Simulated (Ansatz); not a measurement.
BeTe under changes of volume

One of the cells (21.254 Å³/atom); the others are scaled copies at fixed shape and fractional positions:

```
CELL_PARAMETERS angstrom
0.00000 2.77000 2.77000
2.77000 0.00000 2.77000
2.77000 2.77000 0.00000
ATOMIC_POSITIONS crystal
Te 0.75000 0.75000 0.75000
Be 0.00000 0.00000 0.00000
```

```yaml
Program: Ansatz 0.2.0
Functional: PBEsol
Dispersion: D3(BJ)
Potentials_or_basis: Ansatz PAW
Cutoff: "420 eV (not typed: the program's choice for these potentials)"
k_mesh: 8 × 8 × 8
Occupations: fermi-dirac, width 0.05 eV
Spin: no spin polarisation
```

```csv
volume (Å³/atom),energy over the lowest point (meV/atom),pressure (GPa),gap on the mesh (eV)
19.979,15.88,4.4,1.58
20.404,6.55,2.7,1.64
20.829,?,?,?
21.254,0.00,-0.1,1.75
21.679,2.03,-1.4,1.80
22.104,7.14,-2.5,1.85
22.529,15.06,-3.5,1.89
```

What does the run at 20.829 Å³/atom give?

Energy over the lowest point 1.39 meV/atom; pressure 1.2 GPa; gap on the mesh 1.69 eV.

Worked out: A Birch-Murnaghan fit of order 3 (a polynomial in V^(-2/3)) to the other rows has its minimum at 21.21 Å³/atom with B0 = V·E''(V) = 65 GPa and B' = 4.0. It gives 1.39 meV/atom at 20.829 Å³/atom, against the run's 1.39, and -dE/dV = 1.2 GPa, against 1.2. A straight line through the other rows of the gap, of slope 2.6 eV per unit of ln V, gives 1.69 eV, against the run's 1.69.

Energies are extrapolated to zero smearing.

Caveats: spin-orbit coupling is left out, which moves the levels of the heavy elements; the PAW data sets come from PBE, with cores solved anew for the run's functional, which leaves a small shift of forces and pressure.

A mesh can miss the band edges.
